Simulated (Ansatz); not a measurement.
Crystal: RuS2 (Laurite).

```
Ru S
1.0
     5.61060    0.00000    0.00000
     0.00000    5.61060    0.00000
     0.00000    0.00000    5.61060
Ru S
4 8
Direct
  0.00000 0.50000 0.50000
  0.50000 0.50000 0.00000
  0.50000 0.00000 0.50000
  0.00000 0.00000 0.00000
  0.38831 0.11169 0.88831
  0.11169 0.88831 0.38831
  0.88831 0.38831 0.11169
  0.61169 0.61169 0.61169
  0.61169 0.88831 0.11169
  0.88831 0.11169 0.61169
  0.11169 0.61169 0.88831
  0.38831 0.38831 0.38831
```

- Program: Ansatz 0.2.0
- Task: single point
- Functional: PBE
- Potentials or basis: all-electron LAPW, scalar-relativistic
- Cutoff: 284 eV (chosen from the basis error)
- Basis error allowed: 0.001 eV/atom
- k mesh: 5 × 5 × 5
- Occupations: fermi-dirac, width 0.05 eV
- Spin: no spin polarisation

On this cell: pressure 3.8 GPa; largest force 0.258 eV/Å; band gap on the k mesh 0.75 eV, indirect (least direct gap 0.97 eV).

The same run follows on a disturbed copy (atoms moved at random, drawn with an rms of 0.05 Å):

```
Ru S
1.0
     5.61060    0.00000    0.00000
     0.00000    5.61060    0.00000
     0.00000    0.00000    5.61060
Ru S
4 8
Direct
  0.99900 0.49473 0.49459
  0.49580 0.49456 0.00806
  0.49802 0.99896 0.49949
  0.99859 0.00556 0.99708
  0.38365 0.10447 0.88456
  0.11491 0.89473 0.39167
  0.88725 0.38054 0.11052
  0.61836 0.61802 0.61652
  0.61542 0.87636 0.10909
  0.89220 0.10876 0.60752
  0.11793 0.60606 0.88659
  0.38667 0.38166 0.37992
```

Task: What changes?

Result: The energy moves by +17.4 meV/atom; pressure 4.3 GPa; largest force 1.519 eV/Å; band gap on the k mesh 0.51 eV, indirect (least direct gap 0.80 eV).

Forces in eV/Å, atoms in the order of the input:
```
Ru   0.466  0.436  0.423
Ru   0.886 -0.153 -1.224
Ru   0.540 -0.074 -0.142
Ru   0.204 -1.222  0.022
S    0.225  0.495  0.166
S   -0.055 -0.948 -0.707
S   -0.209  0.403  0.190
S   -0.427 -0.690 -0.275
S   -0.311  0.608  0.434
S   -0.623  0.549  0.418
S   -0.526  0.362 -0.070
S   -0.169  0.235  0.766
```

Stress tensor (GPa, compression positive):
```
 4.58 -0.27 -0.39
-0.27  4.34 -0.04
-0.39 -0.04  4.11
```

Caveats: an odd mesh through Γ misses points on the zone boundary, where band edges often lie.

The runs don't all hold the same shells in valence.
